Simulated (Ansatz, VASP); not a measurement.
# Br in VASP and in Ansatz

The input INCAR:

```
ALGO = Normal
EDIFF = 1E-6
ENCUT = 520
GGA = RP
GGA_COMPAT = False
ISIF = 2
ISMEAR = -1
IVDW = 12
LASPH = True
LCHARG = False
LORBIT = 11
LORBMOM = True
LREAL = False
LSORBIT = True
LWAVE = False
MAGMOM = 0 0 0
NBANDS = 18
NELM = 150
PREC = Accurate
SIGMA = 0.15
```

The input KPOINTS:

```
k-points
0
Gamma
  13 13 13
```

POSCAR

```
Br
1.0
   -1.4139377815      1.4139377815      3.5535064628
    1.4139377815     -1.4139377815      3.5535064628
    1.4139377815      1.4139377815     -3.5535064628
Br
1
Direct
    0.0000000000      0.0000000000      0.0000000000
```

Contents of input.yaml:

```yaml
crystal:
  lattice:
    - [-1.4139377815, 1.4139377815, 3.5535064628]
    - [1.4139377815, -1.4139377815, 3.5535064628]
    - [1.4139377815, 1.4139377815, -3.5535064628]
  atoms:
    - { symbol: Br, position: [0.0, 0.0, 0.0] }
hamiltonian:
  xc: rpbe
  pseudopotentials: { kind: nc_fr, accuracy: standard }
  dispersion: d3bj
magnetization:
  noncollinear: true
  spin_orbit: true
kpoints:
  mp_grid: { grid: [13, 13, 13] }
scf:
  occupations: { method: fermi_dirac, width: 0.15 }
output:
  forces: true
  stress: true
  eigenvalues: true
```

Alike in both runs: task single point; functional RPBE; dispersion D3(BJ); k mesh 13 × 13 × 13; occupations fermi-dirac, width 0.15 eV; non-collinear spin, spin-orbit coupling.

|  | VASP | Ansatz |
| --- | --- | --- |
| version | VASP 6.6.1 | Ansatz 0.2.0 |
| potentials or method | VASP PAW PBE potentials, release 64 (Br) | PseudoDojo standard (PBE files) |
| plane-wave cutoff (eV) | 520 | 626 |
| valence electrons in the cell | 7 | 7 |

```csv
,VASP,Ansatz,Ansatz less VASP
gap on the k mesh at the Fermi level (eV),none,none,-
pressure (GPa),-2.7,-2.8,-0.12
largest component of the traceless stress (GPa),1.18,1.27,+0.091
net moment per atom (μB),0.00,0.00,0.000
dispersion energy (meV/atom),-835.4,-835.4,-0.05
```

A gap of «none» marks a metal or a gap that the smearing closes.

Caveats: the PAW data sets were made with another functional, which shifts forces and pressure a little (VASP); the potentials were made for another functional, which shifts forces and pressure (Ansatz); pairwise dispersion overbinds metals, which lowers pressure and volume (Ansatz).
